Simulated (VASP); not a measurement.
# BP: single point with PBE

Crystal: BP.

```
CELL_PARAMETERS angstrom
6.12134 -0.30823 0.23064
-0.29198 4.88592 0.74108
0.20109 0.74384 4.54055
ATOMIC_POSITIONS crystal
B 0.42413 0.53734 0.60158
B 0.92657 0.30201 0.83388
B 0.49033 0.55717 0.22484
B 0.21086 0.25180 0.82726
B 0.50532 0.73808 0.82816
P 0.71773 0.29755 0.18654
P 0.36070 0.19705 0.18824
P 0.25949 0.93693 0.66881
P 0.76764 0.01657 0.64629
P 0.97731 0.70209 0.54381
```

The cell was built by a generator and needn't be a form met in nature.

- Program: VASP 6.6.1
- Task: single point
- Functional: PBE
- Potentials or basis: VASP PAW PBE potentials, release 64 (B, P)
- Cutoff: 520 eV
- k mesh: 3 × 3 × 3
- Occupations: gaussian, width 0.1 eV
- Spin: no spin polarisation
- Dipole correction: no
- Further INCAR settings: ALGO = Fast; EDIFF = 1e-06; NBANDS = 31; ISYM = 0

```json
{
  "Pressure": "-0.2 GPa",
  "Largest force": "0.067 eV/Å",
  "Band gap on the k mesh": "0.81 eV, indirect (least direct gap 1.31 eV)"
}
```

Forces in eV/Å, atoms in the order of the input:
```
B    0.012 -0.005 -0.035
B   -0.044  0.025 -0.004
B    0.014 -0.036  0.015
B    0.008  0.004  0.029
B   -0.002  0.012 -0.002
P   -0.011 -0.036  0.027
P    0.031  0.006  0.016
P   -0.017 -0.024 -0.014
P   -0.011 -0.010 -0.030
P    0.021  0.064 -0.003
```

Stress tensor (GPa, compression positive):
```
-0.30 -0.16 -0.16
-0.16 -0.24 -0.14
-0.16 -0.14 -0.04
```

Levels at points of the mesh, in eV from the valence-band top:
| k point | band 16 | band 17 | band 18 | band 19 | band 20 | band 21 | band 22 | band 23 | band 24 | band 25 |
| --- | --- | --- | --- | --- | --- | --- | --- | --- | --- | --- |
| (0.00, 0.00, 0.00) | -2.81 | -2.61 | -2.03 | -1.06 | -0.57 | 0.94 | 1.84 | 2.18 | 2.88 | 3.39 |

It took 40 s on 1 thread of AMD EPYC 9R45 (Zen 5), with other jobs on the host, peak memory 0.21 GiB.

Caveat: the k mesh is coarse (spacing up to 0.48 Å⁻¹), so the values aren't converged. Expect the measured gap to be larger: semilocal functionals such as PBE lack the derivative discontinuity.
